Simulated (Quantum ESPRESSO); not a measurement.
A calculation with Quantum ESPRESSO 7.5 of Pb (native input, structure typed inline):

Contents of pw.in:

```
&CONTROL
  calculation = 'scf'
  prefix = 'pwscf'
  outdir = './tmp'
  pseudo_dir = './pseudo'
  tprnfor = .true.
  tstress = .true.
  disk_io = 'nowf'
/
&SYSTEM
  ibrav = 0
  nat = 2
  ntyp = 1
  ecutwfc = 55
  ecutrho = 440
  nbnd = 21
  occupations = 'smearing'
  smearing = 'fd'
  degauss = 0.00367493
/
&ELECTRONS
  conv_thr = 4d-10
  electron_maxstep = 120
  mixing_beta = 0.5
/
ATOMIC_SPECIES
Pb   207.2000 Pb.pbe-dn-kjpaw_psl.0.2.2.UPF
CELL_PARAMETERS angstrom
   0.0000000000    3.4390000555    3.4390000555
   3.4390000555    0.0000000000    3.4390000555
   3.4390000555    3.4390000555    0.0000000000
ATOMIC_POSITIONS crystal
Pb     0.2500000000    0.2500000000    0.2500000000
Pb     0.0000000000    0.0000000000    0.0000000000
K_POINTS automatic
7 7 7 0 0 0
```

Potentials or basis: SSSP 1.3 efficiency PBE.

Launch:

```bash
$ OMP_NUM_THREADS=1 pw.x -in pw.in > pw.out
```

This isn't the form of Pb at room conditions, which is fcc.

Problem. Write the same calculation in another form: ASE script, structure typed inline.

Solution. As run:

run.py

```python
import numpy as np
from ase.calculators.espresso import Espresso, EspressoProfile
from ase import Atoms

atoms = Atoms(['Pb', 'Pb'],
              cell=[[0.0, 3.4390000555, 3.4390000555], [3.4390000555, 0.0, 3.4390000555], [3.4390000555, 3.4390000555, 0.0]],
              scaled_positions=[[0.25, 0.25, 0.25], [0.0, 0.0, 0.0]],
              pbc=True)

input_data = {
    'control': {'calculation': 'scf', 'prefix': 'pwscf', 'outdir': './tmp', 'tprnfor': True, 'tstress': True, 'disk_io': 'nowf'},
    'system': {'ecutwfc': 55.0, 'ecutrho': 440.0, 'nbnd': 21, 'occupations': 'smearing', 'smearing': 'fd', 'degauss': 0.00367493},
    'electrons': {'conv_thr': 4e-10, 'electron_maxstep': 120, 'mixing_beta': 0.5},
}
pseudopotentials = {'Pb': 'Pb.pbe-dn-kjpaw_psl.0.2.2.UPF'}
profile = EspressoProfile(command='pw.x', pseudo_dir='pseudo')
dft = Espresso(profile=profile, input_data=input_data, pseudopotentials=pseudopotentials, kpts=(7, 7, 7), koffset=(0, 0, 0))
atoms.calc = dft

print(f'energy {atoms.get_potential_energy():.8f} eV')
print('forces (eV/A)')
print(np.round(atoms.get_forces(), 6))
print('stress (eV/A^3, Voigt)')
print(np.round(atoms.get_stress(), 8))
print(f'Fermi level {dft.get_fermi_level():.4f} eV')
```

Potentials or basis: SSSP 1.3 efficiency PBE.

Command:

```sh
$ OMP_NUM_THREADS=1 python run.py
```

Both were run:

|  | native input, structure typed inline | ASE script, structure typed inline |
| --- | --- | --- |
| Pressure | 2.3 GPa | 2.3 GPa |
| Band gap on the k mesh | none (metal or under the smearing width) | none (metal or under the smearing width) |

Keys that steer only the numerical path or the files written may differ.
